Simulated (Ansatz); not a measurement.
Something may be wrong with this Ansatz 0.2.0 calculation of TePt.

Contents of input.yaml:

```yaml
crystal:
  lattice:
    - [3.95487585, 0.0, 0.0]
    - [-1.97743793, 3.42502296, 0.0]
    - [0.0, 0.0, 3.85976289]
  atoms:
    - { symbol: Pt, position: [0.0, 0.0, 0.0] }
    - { symbol: Te, position: [0.6666666667, 0.3333333333, 0.5] }
hamiltonian:
  xc: r2scan
  pseudopotentials: { kind: paw }
kpoints:
  mp_grid: { grid: [8, 8, 7] }
scf:
  occupations: { method: fermi_dirac, width: 0.05 }
  max_iter: 80
output:
  forces: true
  stress: true
  eigenvalues: true
relax:
  f_tol: 0.01
  max_steps: 40
  cell: { stress_tol: 0.05 }
accuracy: 2.5
```

Potentials or basis: Ansatz PAW.

Run with:

```console
$ ansatz run input.yaml --threads 2 --pin off --max-ram 5632MiB --backend cpu --events-out ev --progress --plain --runs-dir out
```

Output:

```text
Error: YAML parse error: error: line 25 column 1: unknown variant `2.5`, expected one of low, medium, high
  --> <input>:25:1
   |
23 |   max_steps: 40
24 |   cell: { stress_tol: 0.05 }
25 | accuracy: 2.5
   | ^ unknown variant `2.5`, expected one of low, medium, high
```

What happened, and what is wrong with the input?

The program refused the input. The input holds a flaw that was put in on purpose: a value of the wrong type (accuracy = 2.5).
